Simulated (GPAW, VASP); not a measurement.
This is a calculation of ZnS (Wurtzite-4H) for GPAW 26.7.0 (ASE script). 

Contents of run.py:

```python
from ase.dft.bandgap import bandgap
from ase.io import read, write
from ase.units import Bohr, GPa
from gpaw import GPAW, PW
from gpaw.elf import elf_from_dft_calculation

atoms = read('POSCAR')

calc = GPAW(mode=PW(600),
            xc='PBE',
            kpts={'size': (8, 8, 3), 'gamma': True},
            occupations={'name': 'methfessel-paxton', 'order': 0, 'width': 0.014},
            nbands=57,
            convergence={'density': 1e-05, 'energy': 1e-05},
            maxiter=150,
            txt='gpaw.txt')
atoms.calc = calc
energy = atoms.get_potential_energy()
forces = atoms.get_forces()
stress = atoms.get_stress()
calc.write('gs.gpw')
write('result.traj', atoms)
print(f'Energy: {energy:.6f} eV')
print('Forces (eV/A):')
print(forces.round(4))
print('Stress (GPa):', (stress / GPa).round(3))
print('Fermi level:', round(calc.get_fermi_level(), 4), 'eV')
print(f'Gap: {bandgap(calc)[0]:.4f} eV, direct: {bandgap(calc, direct=True)[0]:.4f} eV')

# fields on the real-space grid
write('density.cube', atoms, data=calc.get_pseudo_density() * Bohr**3)
write('potential.cube', atoms, data=calc.get_electrostatic_potential())
write('elf.cube', atoms, data=elf_from_dft_calculation(calc).data)
```

POSCAR

```
ZnS
1.0
    3.8227000000      0.0000000000      0.0000000000
   -1.9113500000      3.3105553110      0.0000000000
    0.0000000000      0.0000000000     12.5200000000
Zn S
4 4
Direct
    0.6666666667      0.3333333333      0.7500000000
    0.3333333333      0.6666666667      0.2500000000
    0.0000000000      0.0000000000      0.5000000000
    0.0000000000      0.0000000000      0.0000000000
    0.6666666667      0.3333333333      0.9375000000
    0.3333333333      0.6666666667      0.4375000000
    0.0000000000      0.0000000000      0.6875000000
    0.0000000000      0.0000000000      0.1875000000
```

Potentials or basis: GPAW PAW data sets (gpaw-data 1.2.1), pw.

Launch:

```console
$ OMP_NUM_THREADS=1 python run.py
```

Q: What does the same run look like in VASP 6.6.1? Potentials or basis there: PBE PAW files S, Zn, 520 eV.

A: As run (cutoffs and basis follow the program's own potentials, and thresholds, step limits or extra output files can differ):

The input INCAR:

```
PREC = Accurate
ENCUT = 520
EDIFF = 1E-7
ISMEAR = 0
SIGMA = 0.014
LREAL = False
LASPH = True
NELM = 100
ALGO = Normal
ISIF = 2
LWAVE = False
LCHARG = True
GGA = PE
LELF = True
LVHAR = True
NBANDS = 46
```

Contents of KPOINTS:

```
regular mesh
0
Gamma
  8 8 3
```

The input POSCAR:

```
ZnS
1.0
    3.8227000000      0.0000000000      0.0000000000
   -1.9113500000      3.3105553110      0.0000000000
    0.0000000000      0.0000000000     12.5200000000
Zn S
4 4
Direct
    0.6666666667      0.3333333333      0.7500000000
    0.3333333333      0.6666666667      0.2500000000
    0.0000000000      0.0000000000      0.5000000000
    0.0000000000      0.0000000000      0.0000000000
    0.6666666667      0.3333333333      0.9375000000
    0.3333333333      0.6666666667      0.4375000000
    0.0000000000      0.0000000000      0.6875000000
    0.0000000000      0.0000000000      0.1875000000
```

Potentials or basis: VASP PAW PBE potentials, release 64 (Zn, S).

Run with:

```bash
$ cat potpaw_PBE.64/Zn/POTCAR potpaw_PBE.64/S/POTCAR > POTCAR
$ mpirun -np 1 vasp_std > vasp.out
```

Both were run:

|  | GPAW | VASP |
| --- | --- | --- |
| Pressure | 1.3 GPa | 1.5 GPa |

Pressure is positive in compression.
